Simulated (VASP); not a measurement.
# Ti (P6/mmm) in VASP: a series of runs

One crystal, Ti, is run at these levels: PBE; tasks: single point.

All numbers are computed with VASP 6.6.1; they aren't measurements. Logs are shortened: lines on timing, memory, paths and dates and some standing lists are left out, and cuts for length are marked.

**1. The structure**

It takes space group P6/mmm (No. 191, hexagonal). Conventional cell: a = 4.567 Å, b = 4.567 Å, c = 2.826 Å, α = 90.00°, β = 90.00°, γ = 120.00°. Ti (site symmetry -6m2) is surrounded by 11 Ti at 2.64 to 2.99 Å. Ti (site symmetry 6/mmm) is surrounded by 14 Ti at 2.83 to 2.99 Å.

This isn't the form of Ti at room conditions, which is hcp.

**2. Single point, PBE**

INCAR

```
SYSTEM = Ti
PREC     = Accurate       ! precision mode
ENCUT    = 900            ! plane-wave cutoff, eV
EDIFF    = 1E-6           ! SCF threshold, eV
ISMEAR   = 0              ! smearing method
SIGMA    = 0.15           ! smearing width, eV
LREAL    = .False.        ! projectors in reciprocal space
LASPH    = .True.         ! aspherical terms in the spheres
NELM     = 100            ! most SCF steps
ALGO     = Normal         ! electronic algorithm
ISIF     = 2              ! what is computed and relaxed
LWAVE    = .False.        ! write WAVECAR
LCHARG   = .False.        ! write CHGCAR
GGA      = PE             ! functional
NBANDS   = 13             ! bands
ADDGRID  = .False.
```

KPOINTS

```
Automatic mesh
0
Gamma
  5 5 7
  0 0 0
```

POSCAR

```
Ti
1.0
    4.5673748306      0.0000000000      0.0000000000
   -2.2836874153      3.9554626319      0.0000000000
    0.0000000000      0.0000000000      2.8262442700
Ti
3
Direct
    0.6666666667      0.3333333333      0.5000000000
    0.3333333333      0.6666666667      0.5000000000
    0.0000000000      0.0000000000      0.0000000000
```

Potentials or basis: VASP PAW PBE potentials, release 64 (Ti).

On the command line:

```sh
$ cat potpaw_PBE.64/Ti/POTCAR > POTCAR
$ mpirun -np 1 vasp_std > vasp.out
```

OUTCAR:

```text
SYSTEM = Ti
   PREC = Accurate
   ENCUT = 900
   EDIFF = 1E-6
   ISMEAR = 0
   LREAL = .False.
   LASPH = .True.
   NELM = 100
   ISIF = 2
   GGA = PE

 Found     20 irreducible k-points:

 Following reciprocal coordinates:
            Coordinates               Weight
  0.000000  0.000000  0.000000      1.000000
  0.200000  0.000000  0.000000      6.000000
  0.400000  0.000000  0.000000      6.000000
  0.200000  0.200000  0.000000      6.000000
  0.400000  0.200000  0.000000      6.000000
  0.000000  0.000000  0.142857      2.000000
   k-points           NKPTS =     20   k-points in BZ     NKDIM =     20   number of bands    NBANDS=     13
   number of dos      NEDOS =    301   number of ions     NIONS =      3
   total plane-waves  NPLWV =  64512
   dimension x,y,z NGX =    48 NGY =   48 NGZ =   28
   dimension x,y,z NGXF=    96 NGYF=   96 NGZF=   56
   ions per type =               3
   NGX,Y,Z   is equivalent  to a cutoff of  17.47, 17.47, 16.47 a.u.
   NGXF,Y,Z  is equivalent  to a cutoff of  34.94, 34.94, 32.94 a.u.
 SYSTEM =  Ti
   PREC   = accura    normal or accurate (medium, high low for compatibility)
   ISTART =      0    job   : 0-new  1-cont  2-samecut
   ICHARG =      2    charge: 1-file 2-atom 10-const
   ISPIN  =      1    spin polarized calculation?
   LNONCOLLINEAR =      F non collinear calculations
   LSORBIT =      F    spin-orbit coupling
   LASPH  =      T    aspherical Exc in radial PAW
   ENCUT  =  900.0 eV  66.15 Ry    8.13 a.u.  11.17 11.17  6.91*2*pi/ulx,y,z
   NELM   =    100;   NELMIN=  2; NELMDL= -5     # of ELM steps
   EDIFF  = 0.1E-05   stopping-criterion for ELM
   LREAL  =      F    real-space projection
   EDIFFG = 0.1E-04   stopping-criterion for IOM
   NSW    =      0    number of steps for IOM
   IBRION =     -1    ionic relax: 0-MD 1-quasi-New 2-CG
   NFREE  =      0    steps in history (QN), initial steepest desc. (CG)
   ISIF   =      2    stress and relaxation
   ISYM   =      2    0-nonsym 1-usesym 2-fastsym
   POTIM  = 0.5000    time-step for ionic-motion
   TEBEG  =    0.0;   TEEND  =   0.0 temperature during run
   PSTRESS=    0.0 pullay stress
   NELECT =      12.0000    total number of electrons
   NUPDOWN=      -1.0000    fix difference up-down
   EMIN   =  10.00;   EMAX   =-10.00  energy-range for DOS
   EFERMI =   0.00;   METHOD = LEGACY
   ISMEAR =     0;   SIGMA  =   0.15  broadening in eV -4-tet -1-fermi 0-gaus
   EFERMI_NEDOS =   21; number of points for ismear=-14 and -15
   IALGO  =     38    algorithm
   IMIX   =      4    mixing-type and parameters
     AMIX     =   0.40;   BMIX     =  1.00
     AMIX_MAG =   1.60;   BMIX_MAG =  1.00
  volume/ion in A,a.u.               =      17.02       114.85
  Fermi-wavevector in a.u.,A,eV,Ry     =   1.010285  1.909162 13.887145  1.020676
  Thomas-Fermi vector in A             =   2.143265
   LORBIT       =      0    0 simple, 1 ext, 2 COOP (PROOUT), +10 PAW based schemes
   GGA     = PE    functional components
   LHFCALC =     F    Hartree Fock is set to
   AEXX    =    0.0000 exact exchange contribution
   IVDW    =     0    specifies the selected vdW correction
   LEPSILON=     F    determine dielectric tensor
   LRPA    =     F    only Hartree local field effects (RPA)
 non-spin polarized calculation
 Gauss-broadening in eV      SIGMA  =   0.15
  energy-cutoff  :      900.00
  volume of cell :       51.06
 maximum number of plane-waves:      3141
 NGX is ok and might be reduce to    48
   NGX = 23   NGY = 23   NGZ = 13

 number of electron      12.0000000 magnetization

 Free energy of the ion-electron system (eV)
  ---------------------------------------------------
  ext. energy  EPLUGINS =         0.00000000
  ---------------------------------------------------
  free energy    TOTEN  =       -23.33262104 eV

  energy without entropy =      -23.29322523  energy(sigma->0) =      -23.31292314

 E-fermi :   3.0279     XC(G=0): -11.1539

 val. band max:        3.0137367729   @ k =   0.4000   0.0000   0.1429
 cond. band min:       3.0447403129   @ k =   0.0000   0.0000   0.0000
 fundamental gap:      0.0310035400
 Fermi energy:         3.0279024716

 k-point     1 :       0.0000    0.0000    0.0000
  band No.  band energies     occupation
      1      -2.9676      2.00000
      2       1.1200      2.00000
      3       2.3478      2.00000
      4       2.3478      2.00000
      5       2.4453      2.00000
      6       2.4453      2.00000
      7       3.0447      0.87387
      8       3.7247      0.00000
      9       4.3182      0.00000
     10       4.3182      0.00000
     11       4.8377      0.00000
     12       4.8377      0.00000
     13       4.9460      0.00000

 k-point     2 :       0.2000    0.0000    0.0000
  band No.  band energies     occupation
      1      -2.5105      2.00000
      2       1.0436      2.00000
      3       1.5698      2.00000
      4       2.1343      2.00000
      5       2.2122      2.00000
      6       3.0485      0.84585
      7       3.2880      0.01418
      8       3.7456      0.00000
      9       4.0235      0.00000
     10       4.3877      0.00000
     11       4.5338      0.00000
     12       4.6437      0.00000
     13       5.4884      0.00000
[... 33 lines left out ...]
 k-point     5 :       0.4000    0.2000    0.0000
  band No.  band energies     occupation
      1      -0.4547      2.00000
      2      -0.2894      2.00000
      3       0.3256      2.00000
      4       2.6908      1.99852
      5       2.7313      1.99484
      6       2.8806      1.83522
      7       3.2481      0.03790
      8       3.3203      0.00583
      9       3.7417      0.00000
     10       4.2598      0.00000
     11       4.7654      0.00000
     12       4.8484      0.00000
     13       5.6711      0.00000

 k-point     6 :       0.0000    0.0000    0.1429
  band No.  band energies     occupation
      1      -2.5134      2.00000
      2       1.4532      2.00000
      3       2.0632      2.00000
      4       2.0632      2.00000
      5       2.2372      2.00000
      6       2.2372      2.00000
      7       3.6380      0.00000
      8       4.1140      0.00000
      9       4.2209      0.00000
     10       4.2209      0.00000
     11       4.7621      0.00000
     12       4.7621      0.00000
     13       5.2123      0.00000

 [... further k-points ...]

------------------------ aborting loop because EDIFF is reached ----------------------------------------

  FORCE on cell =-STRESS in cart. coord.  units (eV):
  Direction    XX          YY          ZZ          XY          YZ          ZX
  --------------------------------------------------------------------------------------
  -------------------------------------------------------------------------------------
  Total       -0.3933037     -0.3933037     -0.2384044      0.0000000      0.0000000     -0.0000000
  in kB      -12.3414167    -12.3414167     -7.4808557      0.0000000      0.0000000     -0.0000000
  external PRESSURE =     -10.7212297 kB  Pullay stress =       0.0000000 kB

 VOLUME and BASIS-vectors are now :
 -----------------------------------------------------------------------------
  energy-cutoff  :      900.00
  volume of cell :       51.06
      direct lattice vectors                 reciprocal lattice vectors
     4.567374831  0.000000000  0.000000000     0.218944150  0.126407464  0.000000000
    -2.283687415  3.955462632  0.000000000     0.000000000  0.252814928  0.000000000
     0.000000000  0.000000000  2.826244270     0.000000000  0.000000000  0.353826458

 POSITION                                       TOTAL-FORCE (eV/Angst)
 -----------------------------------------------------------------------------------
      2.28369      1.31849      1.41312         0.000000      0.000000      0.000000
     -0.00000      2.63698      1.41312        -0.000000      0.000000     -0.000000
      0.00000      0.00000      0.00000        -0.000000      0.000000     -0.000000
 -----------------------------------------------------------------------------------
    total drift:                               -0.000000      0.000000     -0.000000

  FREE ENERGIE OF THE ION-ELECTRON SYSTEM (eV)
  ---------------------------------------------------
  free  energy   TOTEN  =       -23.3326210419 eV

  energy  without entropy=      -23.2932252324  energy(sigma->0) =      -23.31292314
```

OSZICAR:

```text
N       E                     dE             d eps       ncg     rms          rms(c)
DAV:   1     0.433006279577E+02    0.43301E+02   -0.61449E+03   520   0.125E+03
DAV:   2    -0.224736784422E+02   -0.65774E+02   -0.62048E+02   520   0.170E+02
DAV:   3    -0.265035921640E+02   -0.40299E+01   -0.37371E+01   774   0.430E+01
DAV:   4    -0.266147848585E+02   -0.11119E+00   -0.10980E+00   566   0.720E+00
DAV:   5    -0.266159078097E+02   -0.11230E-02   -0.11226E-02   740   0.598E-01    0.194E+01
DAV:   6    -0.237259678793E+02    0.28899E+01   -0.64874E+00   530   0.219E+01    0.546E+00
DAV:   7    -0.234288915372E+02    0.29708E+00   -0.19475E+00   611   0.109E+01    0.220E+00
DAV:   8    -0.233539936634E+02    0.74898E-01   -0.47171E-01   827   0.513E+00    0.856E-01
DAV:   9    -0.233364963079E+02    0.17497E-01   -0.72445E-02   776   0.201E+00    0.411E-01
DAV:  10    -0.233327530517E+02    0.37433E-02   -0.12314E-02   803   0.749E-01    0.900E-02
DAV:  11    -0.233326493319E+02    0.10372E-03   -0.36409E-04   735   0.169E-01    0.301E-02
DAV:  12    -0.233326424065E+02    0.69254E-05   -0.28545E-05   598   0.467E-02    0.209E-02
DAV:  13    -0.233326216690E+02    0.20738E-04   -0.27335E-05   790   0.360E-02    0.176E-03
DAV:  14    -0.233326210419E+02    0.62702E-06   -0.47754E-07   323   0.583E-03
   1 F= -.23332621E+02 E0= -.23312923E+02  d E =-.393958E-01
```

stdout:

```text
POSCAR found type information on POSCAR Ti
 POSCAR found :  1 types and       3 ions
 scaLAPACK will be used
 LDA part: xc-table for (Slater+PW92), standard interpolation
 POSCAR, INCAR and KPOINTS ok, starting setup
 FFT: planning ... GRIDC
 FFT: planning ... GRID_SOFT
 FFT: planning ... GRID
 WAVECAR not read
 entering main loop
```

It took 28 s on 1 thread of Intel Xeon Platinum 8488C (Sapphire Rapids), shared host; peak memory 0.23 GiB.

The run converged, but some of its settings lie outside the range that counts as converged, so its numbers aren't taken as properties of the crystal.

Results:

| Item | Value |
| --- | --- |
| Free energy | -23.3326 eV |
| Pressure | -1.1 GPa |
| Band gap on the k mesh | none (metal or under the smearing width) |

**3. Single point, PBE**

INCAR is that of step 2.

KPOINTS is that of step 2.

POSCAR

```
Ti
1.0
    4.5673748306      0.0000000000      0.0000000000
   -2.2836874153      3.9554626319      0.0000000000
    0.0000000000      0.0000000000      2.8262442700
Ti
3
Direct
    0.6535550000      0.3369470000      0.4982190000
    0.3492570000      0.6782810000      0.5288300000
    0.0014220000     -0.0021490000     -0.0037100000
```

Potentials or basis: VASP PAW PBE potentials, release 64 (Ti).

On the command line:

```sh
$ cat potpaw_PBE.64/Ti/POTCAR > POTCAR
$ mpirun -np 1 vasp_std > vasp.out
```

Run time: 2.1 min. Hardware: 1 thread of Intel Xeon Platinum 8488C (Sapphire Rapids), shared host; peak memory 0.31 GiB.

These settings aren't checked as converged: the numbers below hold their error.

Results:

* Free energy: -23.3036 eV
* Pressure: -0.8 GPa
* Largest force: 0.350 eV/Å
* Band gap on the k mesh: none (metal or under the smearing width)

**4. Single point, PBE**

INCAR, as its differences from that of step 3:

```diff
@@ -2,3 +2,3 @@
 PREC     = Accurate       ! precision mode
-ENCUT    = 900            ! plane-wave cutoff, eV
+ENCUT    = 200            ! plane-wave cutoff, eV
 EDIFF    = 1E-6           ! SCF threshold, eV
```

KPOINTS

```
Automatic mesh
0
Gamma
  12 12 17
  0 0 0
```

POSCAR

```
Ti
1.0
    4.5673748306      0.0000000000      0.0000000000
   -2.2836874153      3.9554626319      0.0000000000
    0.0000000000      0.0000000000      2.8262442700
Ti
3
Direct
    0.6666666667      0.3333333333      0.5000000000
    0.3333333333      0.6666666667      0.5000000000
    0.0000000000      0.0000000000      0.0000000000
```

Potentials or basis: VASP PAW PBE potentials, release 64 (Ti).

On the command line:

```sh
$ cat potpaw_PBE.64/Ti/POTCAR > POTCAR
$ mpirun -np 1 vasp_std > vasp.out
```

OUTCAR:

```text
SYSTEM = Ti
   PREC = Accurate
   ENCUT = 200
   EDIFF = 1E-6
   ISMEAR = 0
   LREAL = .False.
   LASPH = .True.
   NELM = 100
   ISIF = 2
   GGA = PE

 Found    171 irreducible k-points:

 Following reciprocal coordinates:
            Coordinates               Weight
  0.000000  0.000000  0.000000      1.000000
  0.083333  0.000000  0.000000      6.000000
  0.166667  0.000000  0.000000      6.000000
  0.250000  0.000000  0.000000      6.000000
  0.333333  0.000000  0.000000      6.000000
  0.416667  0.000000  0.000000      6.000000
   k-points           NKPTS =    171   k-points in BZ     NKDIM =    171   number of bands    NBANDS=     13
[... 169 lines left out ...]

 [... further k-points ...]
[... 5 lines left out ...]
  --------------------------------------------------------------------------------------
  -------------------------------------------------------------------------------------
  Total       -0.3681663     -0.3681663     -0.3519156      0.0000000      0.0000000      0.0000000
  in kB      -11.5526341    -11.5526341    -11.0427057      0.0000000      0.0000000      0.0000000
  external PRESSURE =     -11.3826580 kB  Pullay stress =       0.0000000 kB

 VOLUME and BASIS-vectors are now :
 -----------------------------------------------------------------------------
  energy-cutoff  :      200.00
  volume of cell :       51.06
      direct lattice vectors                 reciprocal lattice vectors
     4.567374831  0.000000000  0.000000000     0.218944150  0.126407464  0.000000000
    -2.283687415  3.955462632  0.000000000     0.000000000  0.252814928  0.000000000
     0.000000000  0.000000000  2.826244270     0.000000000  0.000000000  0.353826458

 POSITION                                       TOTAL-FORCE (eV/Angst)
 -----------------------------------------------------------------------------------
      2.28369      1.31849      1.41312         0.000000      0.000000     -0.000000
     -0.00000      2.63698      1.41312        -0.000000      0.000000      0.000000
      0.00000      0.00000      0.00000        -0.000000      0.000000      0.000000
 -----------------------------------------------------------------------------------
    total drift:                                0.000000      0.000000      0.000000

  FREE ENERGIE OF THE ION-ELECTRON SYSTEM (eV)
  ---------------------------------------------------
  free  energy   TOTEN  =       -23.3504207986 eV

  energy  without entropy=      -23.3184125049  energy(sigma->0) =      -23.33441665
```

stdout:

```text
POSCAR found type information on POSCAR Ti
 POSCAR found :  1 types and       3 ions
 scaLAPACK will be used
 LDA part: xc-table for (Slater+PW92), standard interpolation
 POSCAR, INCAR and KPOINTS ok, starting setup
 FFT: planning ... GRIDC
 FFT: planning ... GRID_SOFT
 FFT: planning ... GRID
 WAVECAR not read
 entering main loop
```

Run time: 16 s. Hardware: 1 thread of Intel Xeon Platinum 8488C (Sapphire Rapids), shared host; peak memory 0.14 GiB.

The run converged, but some of its settings lie outside the range that counts as converged, so its numbers aren't taken as properties of the crystal.

What came out:

- Free energy: -23.3504 eV
- Band gap on the k mesh: none (metal or under the smearing width)

Caveat: the cutoff is under 1.25 times the usual one of these potentials, so pressure, stress and relaxed cells hold a basis-set (Pulay) error.

**5. Single point, PBE**

INCAR is that of step 4.

KPOINTS is that of step 4.

POSCAR

```
Ti
1.0
    4.5673748306      0.0000000000      0.0000000000
   -2.2836874153      3.9554626319      0.0000000000
    0.0000000000      0.0000000000      2.8262442700
Ti
3
Direct
    0.6535550000      0.3369470000      0.4982190000
    0.3492570000      0.6782810000      0.5288300000
    0.0014220000     -0.0021490000     -0.0037100000
```

On the command line:

```sh
$ cat potpaw_PBE.64/Ti/POTCAR > POTCAR
$ mpirun -np 1 vasp_std > vasp.out
```

Run time: 1.8 min. Hardware: 1 thread of Intel Xeon Platinum 8488C (Sapphire Rapids), shared host; peak memory 0.27 GiB.

These settings aren't checked as converged: the numbers below hold their error.

Results:

```yaml
Free_energy: -23.3195 eV
Largest_force: 0.374 eV/Å
Band_gap_on_the_k_mesh: none (metal or under the smearing width)
```

Caveat: the cutoff is under 1.25 times the usual one of these potentials, so pressure, stress and relaxed cells hold a basis-set (Pulay) error.

**6. Single point, PBE**

INCAR, as its differences from that of step 5:

```diff
@@ -2,3 +2,3 @@
 PREC     = Accurate       ! precision mode
-ENCUT    = 200            ! plane-wave cutoff, eV
+ENCUT    = 250            ! plane-wave cutoff, eV
 EDIFF    = 1E-6           ! SCF threshold, eV
```

KPOINTS is that of step 5.

POSCAR

```
Ti
1.0
    4.5673748306      0.0000000000      0.0000000000
   -2.2836874153      3.9554626319      0.0000000000
    0.0000000000      0.0000000000      2.8262442700
Ti
3
Direct
    0.6666666667      0.3333333333      0.5000000000
    0.3333333333      0.6666666667      0.5000000000
    0.0000000000      0.0000000000      0.0000000000
```

Potentials or basis: VASP PAW PBE potentials, release 64 (Ti).

On the command line:

```sh
$ cat potpaw_PBE.64/Ti/POTCAR > POTCAR
$ mpirun -np 1 vasp_std > vasp.out
```

Run time: 20 s. Hardware: 1 thread of Intel Xeon Platinum 8488C (Sapphire Rapids), shared host; peak memory 0.15 GiB.

These settings aren't checked as converged: the numbers below hold their error.

Results:

```
Free energy            : -23.3459 eV
Pressure               : -1.2 GPa
Band gap on the k mesh : none (metal or under the smearing width)
```
